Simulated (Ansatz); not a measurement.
Theory: Ansatz, DFT PBE, scalar-relativistic, plane waves, PAW. All cells share a 420 eV cutoff and Γ-centred k meshes spaced at most about 0.3 Å⁻¹ (about 0.25 or finer for metals, 2π included). No spin polarisation.

These are static total energies at zero pressure.

Two relaxed structures of Mg2O:

A. Space group P-4m2 (No. 115), tetragonal, a = 3.194 Å, c = 4.839 Å. Mg has 2 O at 2.01 Å; O has 4 Mg at 2.01 Å.

B. Space group P4/nmm (No. 129), tetragonal, a = 3.049 Å, c = 8.866 Å. Mg on its first site has 5 O at 2.13–2.16 Å and 12 Mg at 3.03–3.14 Å; around Mg on its second site lie 1 O at 2.28 Å and 12 Mg at 3.05–3.14 Å; around O lie 6 Mg at 2.13–2.28 Å.

Question: Which would you expect to be lower, and how large is the difference?

Answer: B is lower, by 102 meV/atom. A has space group P-4m2 (No. 115), 16.5 Å³/atom and no gap on its mesh; B has space group P4/nmm (No. 129), 13.7 Å³/atom and no gap. Counting O atoms around Mg (those within 1.25 times the shortest such distance or 1.15 times the sum of covalent radii; a slash parts the counts of unlike sites), A has Mg 2 and B has Mg 1/5. The denser one is the lower, and pressure would at first widen the difference. Both come from invented guesses. The lowest form computed isn't among them: it has space group P-3m1 (No. 164), 13.8 Å³/atom and lies 49 meV/atom below the best shown.

Cells relaxed within their symmetry can be saddle points. Some candidate types were left out of the draw beforehand, so a known form may be missing.

B's advantage of 102 meV/atom probably reflects better electrostatics and better metallic cohesion together. Oxide is a small, hard anion that favours an octahedron of Mg, as in rock-salt MgO. B comes close to this, with one longer, weaker contact at 2.28 Å, whereas A gives O only four neighbours. The shorter bonds in A, 2.01 Å, fit the lower coordination but evidently don't make up for the lost contacts.

B also divides its cations into an oxide-like site with 5 O and a site with 1 O surrounded by Mg at distances near those in the metal. This suggests partial segregation into MgO-like and Mg-like regions. With Mg as a dication and O as oxide, two valence electrons per formula unit are left over, and they probably occupy Mg 3s/3p-derived states, in keeping with the missing gap. The same segregation taken to completion gives Mg and MgO, the products expected from the known chemistry, and the ranking doesn't show that any Mg2O form resists that decomposition.
